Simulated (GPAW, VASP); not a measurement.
This is a calculation of TePb for GPAW 26.7.0 (ASE script). 

run.py

```python
from ase import Atoms
from ase.dft.bandgap import bandgap
from ase.io import write
from ase.units import GPa
from gpaw import GPAW, PW

atoms = Atoms(['Pb', 'Te'],
              cell=[[0.0, 3.231, 3.231],
                    [3.231, 0.0, 3.231],
                    [3.231, 3.231, 0.0]],
              scaled_positions=[[0.0, 0.0, 0.0],
                                [0.5, 0.5, 0.5]],
              pbc=True)

calc = GPAW(mode=PW(600),
            xc='PBE',
            kpts={'size': (7, 7, 7), 'gamma': True},
            occupations={'name': 'methfessel-paxton', 'order': 0, 'width': 0.017},
            nbands=19,
            convergence={'density': 1e-05, 'energy': 1e-05},
            maxiter=150,
            txt='gpaw.txt')
atoms.calc = calc
energy = atoms.get_potential_energy()
forces = atoms.get_forces()
stress = atoms.get_stress()
calc.write('gs.gpw')
write('result.traj', atoms)
print(f'Energy: {energy:.6f} eV')
print('Forces (eV/A):')
print(forces.round(4))
print('Stress (GPa):', (stress / GPa).round(3))
print('Fermi level:', round(calc.get_fermi_level(), 4), 'eV')
print(f'Gap: {bandgap(calc)[0]:.4f} eV, direct: {bandgap(calc, direct=True)[0]:.4f} eV')
```

Potentials or basis: GPAW PAW data sets (gpaw-data 1.2.1), pw.

Launch:

```sh
$ OMP_NUM_THREADS=1 python run.py
```

Set up the same calculation for VASP 6.6.1. Potentials or basis there: PBE PAW files Pb_d, Te, 520 eV.

As run (cutoffs and basis follow the program's own potentials, and thresholds, step limits or extra output files can differ):

Contents of INCAR:

```
ALGO     = Normal         # electronic algorithm
EDIFF    = 1E-6           # SCF threshold, eV
ENCUT    = 520            # plane-wave cutoff, eV
GGA      = PE             # functional
ISIF     = 2              # what is computed and relaxed
ISMEAR   = 0              # smearing method
LASPH    = T              # aspherical terms in the spheres
LCHARG   = F              # write CHGCAR
LREAL    = F              # projectors in reciprocal space
LWAVE    = F              # write WAVECAR
NELM     = 60             # most SCF steps
PREC     = Accurate       # precision mode
SIGMA    = 0.017          # smearing width, eV
```

The input KPOINTS:

```
k-points
0
Gamma
  7 7 7
```

Contents of POSCAR:

```
TePb
1.0
    0.0000000000      3.2310000000      3.2310000000
    3.2310000000      0.0000000000      3.2310000000
    3.2310000000      3.2310000000      0.0000000000
Pb Te
1 1
Direct
    0.0000000000      0.0000000000      0.0000000000
    0.5000000000      0.5000000000      0.5000000000
```

Potentials or basis: VASP PAW PBE potentials, release 64 (Pb_d, Te).

Launch:

```sh
$ cat potpaw_PBE.64/Pb_d/POTCAR potpaw_PBE.64/Te/POTCAR > POTCAR
$ mpirun -np 1 vasp_std > vasp.out
```

Both were run:

|  | GPAW | VASP |
| --- | --- | --- |
| Pressure | 1.8 GPa | 2.1 GPa |

Pressure is positive in compression.
